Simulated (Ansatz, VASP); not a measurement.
Two plane-wave programs on Ge

```
Ge
1.0
     0.00000    2.18812    2.18812
     2.18812    0.00000    2.18812
     2.18812    2.18812    0.00000
Ge
1
Direct
  0.00000 0.00000 0.00000
```

Alike in both runs: task single point; functional BLYP; k mesh 14 × 14 × 14; occupations fermi-dirac, width 0.1 eV; no spin polarisation.

|  | VASP | Ansatz |
| --- | --- | --- |
| version | VASP 6.6.1 | Ansatz 0.2.0 |
| potentials or method | VASP PAW PBE potentials, release 64 (Ge_d) | plane waves (420 eV) with PAW, scalar-relativistic |
| plane-wave cutoff (eV) | 520 | 420 |
| valence electrons in the cell | 14 | 14 |

|  | VASP | Ansatz | Ansatz less VASP |
| --- | --- | --- | --- |
| pressure (GPa) | 2.1 | 2.2 | +0.06 |

Caveats: the PAW data sets were made with another functional, which shifts forces and pressure a little (VASP).
